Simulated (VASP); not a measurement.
## Vibrations of Al2O3 (Corundum): a test of the settings

Aim: test the modes of Al2O3 (Corundum) against the numerical settings. The starting structure is a measured crystal structure from the Crystallography Open Database.

Method: Kohn-Sham DFT with plane waves and PAW; LDA, in VASP 6.6.1.

**1. The starting structure**

It takes space group R-3c (No. 167, trigonal). The conventional cell has a = 4.759 Å, b = 4.759 Å, c = 12.996 Å, α = 90.00°, β = 90.00°, γ = 120.00°. Nearest to Al lie 6 O at 1.88 to 1.93 Å. Nearest to O lie 4 Al at 1.88 to 1.93 Å. Farther neighbours and most contacts between anions are not listed.

**2. Reference modes**

The cell comes from a relaxation at this level, not shown (83.51 Å³).

Contents of INCAR:

```
SYSTEM = Al2O3
PREC = Accurate
ENCUT = 520
EDIFF = 1E-08
NELM = 100
ISMEAR = 0
SIGMA = 0.03
LREAL = .FALSE.
ALGO = Normal
GGA = CA
NBANDS = 34
LORBIT = 11
LWAVE = .FALSE.
LCHARG = .FALSE.
KPAR = 16
IBRION = 6
NFREE = 2
POTIM = 0.015
NSW = 1
ISIF = 2
```

Contents of POSCAR:

```
Al2O3
1.0
    2.3675317589      1.3668950983      4.3008745291
   -2.3675317589      1.3668950983      4.3008745291
    0.0000000000     -2.7337901966      4.3008745291
Al O
4 6
Direct
    0.1479949731      0.1479949731      0.1479949731
    0.3520050269      0.3520050269      0.3520050269
    0.8520050269      0.8520050269      0.8520050269
    0.6479949731      0.6479949731      0.6479949731
    0.9442605397      0.2500000000      0.5557394603
    0.5557394603      0.9442605397      0.2500000000
    0.2500000000      0.5557394603      0.9442605397
    0.0557394603      0.7500000000      0.4442605397
    0.4442605397      0.0557394603      0.7500000000
    0.7500000000      0.4442605397      0.0557394603
```

Contents of KPOINTS:

```
Automatic mesh
0
Gamma
6 6 6
0 0 0
```

The projector-augmented-wave data sets are Al and O (LDA family, release 64).

Command:

```
$ mpirun -np 16 vasp_std
```

The program printed:

```text
[banner, memory and clock lines left out]
running   16 mpi-ranks, on    1 nodes
 distrk:  each k-point on    1 cores,   16 groups
 distr:  one band on    1 cores,    1 groups

 POSCAR found type information on POSCAR AlO
 POSCAR found :  2 types and      10 ions
|                                                                             |
|           W    W    AA    RRRRR   N    N  II  N    N   GGGG   !!!           |
|           W    W   A  A   R    R  NN   N  II  NN   N  G    G  !!!           |
|           W    W  A    A  R    R  N N  N  II  N N  N  G       !!!           |
|           W WW W  AAAAAA  RRRRR   N  N N  II  N  N N  G  GGG   !            |
|           WW  WW  A    A  R   R   N   NN  II  N   NN  G    G                |
|           W    W  A    A  R    R  N    N  II  N    N   GGGG   !!!           |
|                                                                             |
|     For optimal performance we recommend to set                             |
|       NCORE = 2 up to number-of-cores-per-socket                            |
|     NCORE specifies how many cores store one orbital (NPAR=cpu/NCORE).      |
|     This setting can greatly improve the performance of VASP for DFT.       |
|     The default, NCORE=1 might be grossly inefficient on modern             |
|     multi-core architectures or massively parallel machines. Do your        |
|     Unfortunately you need to use the default for GW and RPA                |
|     calculations (for HF NCORE is supported but not extensively tested      |
|     yet).                                                                   |
|                                                                             |

 LDA part: xc-table for (Slater(with rela. corr.)+CA(PZ))
 , standard interpolation
 POSCAR, INCAR and KPOINTS ok, starting setup
 FFT: planning ... GRIDC
 FFT: planning ... GRID_SOFT
 FFT: planning ... GRID
 WAVECAR not read
 entering main loop
       N       E                     dE             d eps       ncg     rms          rms(c)
DAV:   1     0.223298960485E+03    0.22330E+03   -0.25688E+04  2176   0.135E+03
DAV:   2    -0.790426182777E+02   -0.30234E+03   -0.29138E+03  2786   0.294E+02
DAV:   3    -0.914817354067E+02   -0.12439E+02   -0.12398E+02  2796   0.610E+01
DAV:   4    -0.915730854530E+02   -0.91350E-01   -0.91293E-01  2720   0.606E+00
DAV:   5    -0.915739518118E+02   -0.86636E-03   -0.86620E-03  2716   0.586E-01    0.177E+01
DAV:   6    -0.832934826790E+02    0.82805E+01   -0.30041E+01  2638   0.292E+01    0.633E+00
DAV:   7    -0.831909502908E+02    0.10253E+00   -0.92341E-01  2662   0.469E+00    0.320E+00
DAV:   8    -0.831118776168E+02    0.79073E-01   -0.80001E-02  2718   0.210E+00    0.745E-01
DAV:   9    -0.831046276471E+02    0.72500E-02   -0.14559E-02  2798   0.630E-01    0.269E-01
DAV:  10    -0.831046808342E+02   -0.53187E-04   -0.49170E-04  2550   0.137E-01    0.641E-02
DAV:  11    -0.831046637641E+02    0.17070E-04   -0.12582E-04  2686   0.661E-02    0.261E-02
DAV:  12    -0.831046639050E+02   -0.14088E-06   -0.36577E-06  2690   0.130E-02    0.633E-03
DAV:  13    -0.831046635862E+02    0.31878E-06   -0.12207E-06  2670   0.647E-03    0.150E-03
DAV:  14    -0.831046635842E+02    0.20582E-08   -0.44675E-08  2358   0.128E-03
   1 F= -.83104664E+02 E0= -.83104664E+02  d E =-.923049E-20
[... from here on, the cycles between the ionic steps are left out ...]
   2 F= -.83102359E+02 E0= -.83102359E+02  d E =-.322079E-19
   3 F= -.83102327E+02 E0= -.83102327E+02  d E =-.350135E-19
   4 F= -.83102489E+02 E0= -.83102489E+02  d E =-.947229E-21
   5 F= -.83102511E+02 E0= -.83102511E+02  d E =-.161687E-18
   6 F= -.83102547E+02 E0= -.83102547E+02  d E =-.190928E-23
   7 F= -.83102517E+02 E0= -.83102517E+02  d E =-.326193E-16
   8 F= -.83102851E+02 E0= -.83102851E+02  d E =-.155698E-19
 Finite differences progress:
  Degree of freedom:   4/  4
  Displacement:        1/  2
  Total:               7/  8
 bond charge predicted
       N       E                     dE             d eps       ncg     rms          rms(c)
DAV:   1    -0.831031867144E+02   -0.33556E-03   -0.29986E+00  7816   0.988E+00    0.264E-01
DAV:   2    -0.831037546337E+02   -0.56792E-03   -0.31285E-02  9766   0.104E+00    0.140E-01
DAV:   3    -0.831028328476E+02    0.92179E-03   -0.20866E-03  9720   0.321E-01    0.334E-02
DAV:   4    -0.831028542256E+02   -0.21378E-04   -0.41940E-04  9574   0.112E-01    0.183E-02
DAV:   5    -0.831028515595E+02    0.26660E-05   -0.63732E-06  9528   0.165E-02    0.755E-03
DAV:   6    -0.831028511597E+02    0.39977E-06   -0.11914E-06  9570   0.771E-03    0.113E-03
DAV:   7    -0.831028511597E+02    0.50022E-10   -0.14470E-07  9448   0.251E-03    0.667E-04
DAV:   8    -0.831028511587E+02    0.96725E-09   -0.26632E-08  7828   0.128E-03
   9 F= -.83102851E+02 E0= -.83102851E+02  d E =-.155565E-19
 Finite differences progress:
  Degree of freedom:   4/  4
  Displacement:        2/  2
  Total:               8/  8
```

Run time: 3.8 min. Hardware: 16 MPI ranks of Intel Xeon Platinum 8375C at 2.90GHz (Ice Lake), shared host; peak memory 8.8 GiB.

The logs omit lines about the potential files and the build; timing stands in the text.

From OUTCAR (step 2):

```text
ion  position               nearest neighbor table
   1  0.148  0.148  0.148-   8 1.85   9 1.85  10 1.85   5 1.96   7 1.96   6 1.96   2 2.63   3 2.78
                             3 2.78   3 2.78   2 3.20   2 3.20   2 3.20
   2  0.352  0.352  0.352-  10 1.85   9 1.85   8 1.85   7 1.96   5 1.96   6 1.96   1 2.63   4 2.78
                             4 2.78   4 2.78   1 3.20   1 3.20   1 3.20
   3  0.852  0.852  0.852-   5 1.85   6 1.85   7 1.85   8 1.96  10 1.96   9 1.96   4 2.63   1 2.78
                             1 2.78   1 2.78   4 3.20   4 3.20   4 3.20
   4  0.648  0.648  0.648-   7 1.85   6 1.85   5 1.85  10 1.96   8 1.96   9 1.96   3 2.63   2 2.78
                             2 2.78   2 2.78   3 3.20   3 3.20   3 3.20
   5  0.944  0.250  0.556-   3 1.85   4 1.85   1 1.96   2 1.96
   6  0.556  0.944  0.250-   3 1.85   4 1.85   1 1.96   2 1.96
   7  0.250  0.556  0.944-   4 1.85   3 1.85   2 1.96   1 1.96
   8  0.056  0.750  0.444-   1 1.85   2 1.85   3 1.96   4 1.96
   9  0.444  0.056  0.750-   1 1.85   2 1.85   3 1.96   4 1.96
  10  0.750  0.444  0.056-   2 1.85   1 1.85   4 1.96   3 1.96

  LATTYP: Found a trigonal (rhomboedric) cell.
 ALAT       =     5.0961878453
 COS(alpha) =     0.5683509720

 Subroutine GETGRP returns: Found 12 space group operations
 (whereof  6 operations were pure point group operations)

The static configuration has the point symmetry S_6 .
 The point group associated with its full space group is D_3d.

 Found     32 irreducible k-points:

   k-points           NKPTS =     32   k-points in BZ     NKDIM =     32   number of bands    NBANDS=     34

   dimension x,y,z NGX =    40 NGY =   40 NGZ =   40
   dimension x,y,z NGXF=    80 NGYF=   80 NGZF=   80

   ENCUT  =  520.0 eV  38.22 Ry    6.18 a.u.   9.48  9.48  9.48*2*pi/ulx,y,z

   NELECT =      48.0000    total number of electrons

 k-points in reciprocal lattice and weights: Automatic mesh
   0.00000000  0.00000000  0.00000000       0.005
   0.16666667  0.00000000 -0.00000000       0.028
   0.33333333  0.00000000 -0.00000000       0.028
   0.50000000 -0.00000000  0.00000000       0.014
   0.16666667  0.16666667 -0.00000000       0.028
   0.33333333  0.16666667  0.00000000       0.056
   0.50000000  0.16666667  0.00000000       0.056
  -0.33333333  0.16666667  0.00000000       0.056
  -0.16666667  0.16666667  0.00000000       0.028
[...]
-0.33333333  0.50000000  0.33333333       0.028
   0.50000000  0.50000000  0.50000000       0.005

 average (electrostatic) potential at core
       1 -69.4196       2 -69.4450       3 -69.4211       4 -69.4438       5 -68.0304
       6 -68.0310       7 -68.0304       8 -68.0304       9 -68.0296      10 -68.0313

 E-fermi :   6.2107

 k-point     1 :       0.0000    0.0000    0.0000
  band No.  band energies     occupation
    ...
     20       5.5020      2.00000
     21       5.5127      2.00000
     22       5.9837      2.00000
     23       5.9876      2.00000
     24       6.0303      2.00000
     25      12.4252      0.00000
     26      15.0897      0.00000
     27      16.7798      0.00000
     28      17.5296      0.00000
     29      17.5512      0.00000
    ...

 k-point     2 :       0.1667    0.0000   -0.0000
  band No.  band energies     occupation
    ...
     20       5.1297      2.00000
     21       5.3112      2.00000
     22       5.6777      2.00000
     23       5.9418      2.00000
     24       5.9738      2.00000
     25      13.0412      0.00000
     26      15.5998      0.00000
     27      16.3538      0.00000
     28      17.0982      0.00000
     29      17.2941      0.00000
    ...

 k-point     3 :       0.3333    0.0000   -0.0000
  band No.  band energies     occupation
    ...
     20       4.6439      2.00000
     21       5.1451      2.00000
     22       5.4669      2.00000
     23       5.7859      2.00000
     24       5.8329      2.00000
     25      14.3201      0.00000
     26      15.8280      0.00000
     27      16.0904      0.00000
     28      16.5838      0.00000
     29      16.8679      0.00000
    ...

  Total       -0.0408763      0.0413045      0.0016332     -0.0230659      0.0251066      0.0132873
  in kB       -0.7842302      0.7924440      0.0313332     -0.4425301      0.4816804      0.2549227
  external PRESSURE =       0.0131823 kB  Pullay stress =       0.0000000 kB

  energy-cutoff  :      520.00
  volume of cell :       83.51
      direct lattice vectors                 reciprocal lattice vectors
     2.367531759  1.366895098  4.300874529     0.211190409  0.121930839  0.077503617
    -2.367531759  1.366895098  4.300874529    -0.211190409  0.121930839  0.077503617
     0.000000000 -2.733790197  4.300874529     0.000000000 -0.243861679  0.077503617

 POSITION                                       TOTAL-FORCE (eV/Angst)
 -----------------------------------------------------------------------------------
      0.00000      0.00000      1.90952         0.003176      0.002316     -0.018416
      0.00000      0.00000      4.54179         0.000783     -0.001646     -0.016379
      0.00000      0.00000     10.99310         0.017875     -0.033514     -0.033620
      0.00000      0.00000      8.36084         0.035755      0.001287     -0.032274
      1.64368      0.11315      7.51153        -0.080015      0.043871      0.241609
     -0.91984      1.36690      7.52653         0.005080      0.002317      0.007583
     -0.72385     -1.48005      7.52653        -0.000050     -0.004525      0.007496
     -1.64368     -0.11315      5.37609         0.047980     -0.026618     -0.068655
      0.91984     -1.36690      5.37609        -0.027763     -0.012588     -0.043706
      0.72385      1.48005      5.37609        -0.002822      0.029100     -0.043638
 -----------------------------------------------------------------------------------
    total drift:                                0.000029     -0.000021      0.000117

  FREE ENERGIE OF THE ION-ELECTRON SYSTEM (eV)
  ---------------------------------------------------
  free  energy   TOTEN  =       -83.1028511587 eV

  energy  without entropy=      -83.1028511587  energy(sigma->0) =      -83.10285116

 Eigenvectors and eigenvalues of the dynamical matrix
 ----------------------------------------------------

   1 f  =   22.617838 THz   142.112065 2PiTHz  754.449855 cm-1    93.539818 meV
             X         Y         Z           dx          dy          dz
      0.000000  0.000000  1.909523     0.080557   -0.094278    0.000000
      0.000000  0.000000  4.541788     0.080516    0.094313   -0.000000
      0.000000  0.000000 10.993100    -0.080557    0.094278   -0.000000
      0.000000  0.000000  8.360835    -0.080516   -0.094313    0.000000
[...]
-0.919836  1.366895  7.526530     0.000039    0.407424   -0.338040
     -0.723848 -1.480049  7.526530     0.254503   -0.033541    0.168956
     -1.643684 -0.113154  5.376093     0.254616    0.033430   -0.169083
      0.919836 -1.366895  5.376093    -0.000039   -0.407424    0.338040
      0.723848  1.480049  5.376093    -0.254503    0.033541   -0.168956

   3 f  =   22.540227 THz   141.624421 2PiTHz  751.861029 cm-1    93.218845 meV
             X         Y         Z           dx          dy          dz
      0.000000  0.000000  1.909523     0.000000    0.000000   -0.063103
      0.000000  0.000000  4.541788    -0.000000    0.000000   -0.063103
      0.000000  0.000000 10.993100    -0.000000   -0.000000    0.063103
      0.000000  0.000000  8.360835     0.000000   -0.000000    0.063103
      1.643684  0.113154  7.526530     0.201064   -0.116084   -0.331828
     -0.919836  1.366895  7.526530     0.000000    0.232169   -0.331828
     -0.723848 -1.480049  7.526530    -0.201064   -0.116084   -0.331828
     -1.643684 -0.113154  5.376093    -0.201064    0.116084    0.331828
      0.919836 -1.366895  5.376093    -0.000000   -0.232169    0.331828
      0.723848  1.480049  5.376093     0.201064    0.116084    0.331828

   4 f  =   20.719892 THz   130.186919 2PiTHz  691.141190 cm-1    85.690548 meV
             X         Y         Z           dx          dy          dz
      0.000000  0.000000  1.909523    -0.000000    0.000000   -0.183258
      0.000000  0.000000  4.541788    -0.000000   -0.000000    0.183258
      0.000000  0.000000 10.993100    -0.000000    0.000000   -0.183258
      0.000000  0.000000  8.360835    -0.000000   -0.000000    0.183258
      1.643684  0.113154  7.526530     0.189920    0.328950   -0.000000
     -0.919836  1.366895  7.526530    -0.379839    0.000000   -0.000000
     -0.723848 -1.480049  7.526530     0.189920   -0.328950    0.000000
     -1.643684 -0.113154  5.376093     0.189920    0.328950   -0.000000
      0.919836 -1.366895  5.376093    -0.379839    0.000000    0.000000
      0.723848  1.480049  5.376093     0.189920   -0.328950    0.000000

   5 f  =   19.355697 THz   121.615429 2PiTHz  645.636545 cm-1    80.048693 meV
             X         Y         Z           dx          dy          dz
      0.000000  0.000000  1.909523    -0.000000    0.000000    0.104440
      0.000000  0.000000  4.541788    -0.000000   -0.000000   -0.104440
      0.000000  0.000000 10.993100     0.000000   -0.000000   -0.104440
      0.000000  0.000000  8.360835     0.000000    0.000000    0.104440
      1.643684  0.113154  7.526530     0.199621    0.345755    0.000000
     -0.919836  1.366895  7.526530    -0.399243    0.000000   -0.000000
     -0.723848 -1.480049  7.526530     0.199621   -0.345755   -0.000000
     -1.643684 -0.113154  5.376093    -0.199621   -0.345755   -0.000000
      0.919836 -1.366895  5.376093     0.399243    0.000000   -0.000000
      0.723848  1.480049  5.376093    -0.199621    0.345755    0.000000

   6 f  =   19.028163 THz   119.557473 2PiTHz  634.711189 cm-1    78.694122 meV
             X         Y         Z           dx          dy          dz
      0.000000  0.000000  1.909523    -0.105204    0.113165    0.000000
      0.000000  0.000000  4.541788    -0.105232   -0.113139   -0.000000
      0.000000  0.000000 10.993100    -0.105204    0.113165    0.000000
      0.000000  0.000000  8.360835    -0.105232   -0.113139   -0.000000
      1.643684  0.113154  7.526530     0.278391   -0.324469   -0.055906
     -0.919836  1.366895  7.526530    -0.283666   -0.000058    0.000008
     -0.723848 -1.480049  7.526530     0.278311    0.324493    0.055898
     -1.643684 -0.113154  5.376093     0.278391   -0.324469   -0.055906
      0.919836 -1.366895  5.376093    -0.283666   -0.000058    0.000008
      0.723848  1.480049  5.376093     0.278311    0.324493    0.055898

   7 f  =   19.028163 THz   119.557473 2PiTHz  634.711189 cm-1    78.694122 meV
             X         Y         Z           dx          dy          dz
      0.000000  0.000000  1.909523     0.113165    0.105204    0.000000
      0.000000  0.000000  4.541788    -0.113139    0.105232    0.000000
      0.000000  0.000000 10.993100     0.113165    0.105204    0.000000
      0.000000  0.000000  8.360835    -0.113139    0.105232    0.000000
      1.643684  0.113154  7.526530     0.324447    0.096368   -0.032268
     -0.919836  1.366895  7.526530     0.000035   -0.465690    0.064550
     -0.723848 -1.480049  7.526530    -0.324516    0.096287   -0.032282
     -1.643684 -0.113154  5.376093     0.324447    0.096368   -0.032268
      0.919836 -1.366895  5.376093     0.000035   -0.465690    0.064550
      0.723848  1.480049  5.376093    -0.324516    0.096287   -0.032282

   8 f  =   18.051274 THz   113.419498 2PiTHz  602.125679 cm-1    74.654036 meV
             X         Y         Z           dx          dy          dz
      0.000000  0.000000  1.909523     0.000000   -0.000000    0.465206
      0.000000  0.000000  4.541788     0.000000    0.000000   -0.465206
      0.000000  0.000000 10.993100     0.000000   -0.000000    0.465206
      0.000000  0.000000  8.360835     0.000000    0.000000   -0.465206
      1.643684  0.113154  7.526530     0.074815    0.129583    0.000000
     -0.919836  1.366895  7.526530    -0.149629   -0.000000    0.000000
     -0.723848 -1.480049  7.526530     0.074815   -0.129583   -0.000000
     -1.643684 -0.113154  5.376093     0.074815    0.129583    0.000000
      0.919836 -1.366895  5.376093    -0.149629   -0.000000    0.000000
      0.723848  1.480049  5.376093     0.074815   -0.129583   -0.000000

   9 f  =   17.726818 THz   111.380885 2PiTHz  591.303015 cm-1    73.312197 meV
             X         Y         Z           dx          dy          dz
      0.000000  0.000000  1.909523    -0.000000   -0.000000    0.188147
      0.000000  0.000000  4.541788     0.000000   -0.000000    0.188147
      0.000000  0.000000 10.993100    -0.000000   -0.000000    0.188147
      0.000000  0.000000  8.360835     0.000000   -0.000000    0.188147
      1.643684  0.113154  7.526530     0.295624   -0.170678   -0.162919
     -0.919836  1.366895  7.526530     0.000000    0.341357   -0.162919
     -0.723848 -1.480049  7.526530    -0.295624   -0.170678   -0.162919
     -1.643684 -0.113154  5.376093     0.295624   -0.170678   -0.162919
      0.919836 -1.366895  5.376093    -0.000000    0.341357   -0.162919
      0.723848  1.480049  5.376093    -0.295624   -0.170678   -0.162919
    [... 270 further lines ...]
     -1.643684 -0.113154  5.376093     0.257475    0.110160   -0.000027
      0.919836 -1.366895  5.376093     0.257405    0.110254   -0.000018
      0.723848  1.480049  5.376093     0.257521    0.110268    0.000044

 ELASTIC MODULI CONTR FROM IONIC RELAXATION (kBar)
 Direction    XX          YY          ZZ          XY          YZ          ZX
 --------------------------------------------------------------------------------
 XX        -404.0363    174.4359    151.7259      0.0000    113.9484      0.0000
 YY         174.4359   -404.0363    151.7259     -0.0000   -113.9484     -0.0000
 ZZ         151.7259    151.7259   -230.7044      0.0000     -0.0000     -0.0000
 XY           0.0000     -0.0000      0.0000   -289.2361     -0.0000    113.9484
 YZ         113.9484   -113.9484     -0.0000     -0.0000   -149.4451      0.0000
 ZX          -0.0000      0.0000     -0.0000    113.9484      0.0000   -149.4451
 --------------------------------------------------------------------------------

 total charge
# of ion       s       p       d       tot
------------------------------------------
    1        0.321   0.424   0.000   0.745
    2        0.321   0.424   0.000   0.745
    3        0.321   0.424   0.000   0.745
    4        0.321   0.424   0.000   0.745
    5        1.537   3.637   0.000   5.173
    6        1.537   3.637   0.000   5.173
    7        1.537   3.637   0.000   5.173
    8        1.537   3.637   0.000   5.173
    9        1.537   3.637   0.000   5.173
   10        1.537   3.637   0.000   5.173
--------------------------------------------------
tot         10.504  23.517   0.000  34.021

[... 3 further parts left out ...]
```

The last energy, forces, stress and levels in OUTCAR belong to the last displaced cell, not to the cell of POSCAR.

Reference: the zone-centre modes are at the top Eg (5) 754.4, A2g (3) 751.9, A1u (2) 691.1, A1g (2) 645.6 cm⁻¹, at the bottom A2u (1) 397.2, Eu (1) 390.1, Eg (1) 374.0, A2g (1) 312.9 cm⁻¹, with 10 more of the listed ones between.

[end of part 1 of 2]

[Lines on the potential files, build, host, timing and source positions are cut from VASP's logs without a mark.]

[Logs are printed without paths, hosts, clocks, repeated set-up lines and the standing remarks that a program may print on its own settings, such as how far it seeks lower states.]

[Hosts, paths, dates, database ids (printed as entryN), source tags and the programs' standing remarks are cut or masked in the printed files.]
